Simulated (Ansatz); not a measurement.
Level of theory: Ansatz 0.2.0, DFT PBE, scalar-relativistic, plane waves, PAW. Settings: cutoff 420 eV, Γ-centred meshes spaced at most about 0.3 Å⁻¹, and about 0.25 Å⁻¹ or finer for metals (2π included), Gaussian smearing. No spin polarisation.

The zero of energy is the elements' standard structures at the same level; no fitted shifts are applied. The references include black phosphorus.

All energies are static (0 K, no zero-point motion). The comparison covers the computed candidates alone. The reference form of P is held partly by dispersion forces, which this level lacks.

A search for B3P2 gave 8 distinct relaxed structures. Coordination counts P atoms around B (those within 1.25 times the shortest such distance or 1.15 times the sum of covalent radii, 1.27 where that leaves under three; a plus sign parts nearer from farther groups; the shortest distance is added where it exceeds 1.18 times the sum of covalent radii; a slash parts the counts of unlike sites). Cells relaxed within their symmetry can be saddle points.

Q: Which structure of B3P2 came out lowest?

A: The one with B and P ordered on diamond sites, space group I4_1/amd (No. 141), reached from: a cell proposed by chemical analogy. It has a = 3.156 Å, c = 21.864 Å, 10.9 Å³/atom, no gap on the mesh. Around B on a site of symmetry 2mm lie 2 B at 1.78 Å and 2 P at 1.96 Å; B on a site of symmetry -4m2 is surrounded by 4 P at 1.96 Å; P is surrounded by 4 B at 1.96 Å. Its energy over the elements is −0.13 eV/atom. Whether it is stable depends on the other phases of the system, which aren't compared here. An observed structure of this formula, if there is one, may be missing.

Space group I4_1/amd:1 (No. 141). a = 3.156 Å, b = 3.156 Å, c = 21.864 Å, α = 90.00°, β = 90.00°, γ = 90.00°
```json
{"atom": "B", "site": "8e", "symmetry": "2mm.", "x": "0.0000", "y": "0.0000", "z": "0.3939"}
{"atom": "B", "site": "4a", "symmetry": "-4m2", "x": "0.0000", "y": "0.0000", "z": "0.0000"}
{"atom": "P", "site": "8e", "symmetry": "2mm.", "x": "0.5000", "y": "0.5000", "z": "0.3031"}
```

Q: How much higher is the P4/mbm structure with 11.5 Å³/atom and coordination B 2/4 (reached from: Zr3Ga2 type (P4/mbm))?

A: 0.80 eV/atom. It has no gap on its mesh. It holds B–B pairs (shortest 1.62 Å).

Q: How much higher is the Fmmm structure with 9.8 Å³/atom and coordination B 2+2/4+2 from 2.3 Å (reached from: anti-Rb2P3 type (Fmmm))?

A: 1.09 eV/atom. It has no gap on its mesh. It holds B–B units of three or more atoms (shortest 1.73 Å).

Some structure types and database cells were kept out of the candidates from the start, so a known form may be missing.
